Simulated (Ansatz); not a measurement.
# SnO2: the cost of one run

Method: DFT PBEsol, scalar-relativistic, plane waves, PAW, in Ansatz 0.2.0.

**1. The starting structure**

It takes space group R-3m (No. 166, trigonal). Conventional cell: a = 3.234 Å, b = 3.234 Å, c = 14.402 Å, α = 90.00°, β = 90.00°, γ = 120.00°. Sn (site symmetry -3m) is surrounded by 6 O at 2.13 Å. O (site symmetry 3m) is surrounded by 3 Sn at 2.13 Å.

Coordinates:

```xyz
3
Lattice="1.6171 0.9336 4.8006 -1.6171 0.9336 4.8006 0.0000 -1.8673 4.8006" Properties=species:S:1:pos:R:3 pbc="T T T"
Sn    0.0000    0.0000    7.2009
O     0.0000    0.0000    3.4157
O     0.0000    0.0000   10.9861
```

The structure comes from the Materials Project (structure only).

**2. Functional and cell changed: PBEsol**

The change: strain xx, yy, zz, yz, xz, xy = +4.9, +4.9, -1.1, +0.0, +0.0, +0.0 %; atoms moved by 0.15 Å root mean square, at most 0.18 Å.

Input file input.yaml:

```yaml
crystal:
  lattice:
    - [1.697009815, 0.9797690735, 4.7498023145]
    - [-1.697009815, 0.9797690735, 4.7498023145]
    - [0.0, -1.959538147, 4.7498023145]
  atoms:
    - { symbol: Sn, position: [0.5, 0.5, 0.5] }
    - { symbol: O, position: [0.2244138157, 0.2244138157, 0.2244138157] }
    - { symbol: O, position: [0.7755861843, 0.7755861843, 0.7755861843] }
basis:
  ecutwfc: 420
kpoints:
  mp_grid: { grid: [12, 12, 12] }
hamiltonian:
  xc: pbesol
scf:
  occupations: { method: gaussian, width: 0.02 }
output:
  forces: true
  stress: true
  eigenvalues: true
```

Started as:

```
$ ansatz run input.yaml --threads 1 --pin off --max-ram 1331MiB --backend cpu --events-out ev --progress --plain --runs-dir out
```

**Question.** How long does this run take on 1 thread of an x86-64 CPU, shared host, and how much memory does it need?

About 15 s, with a peak of 0.43 GiB.
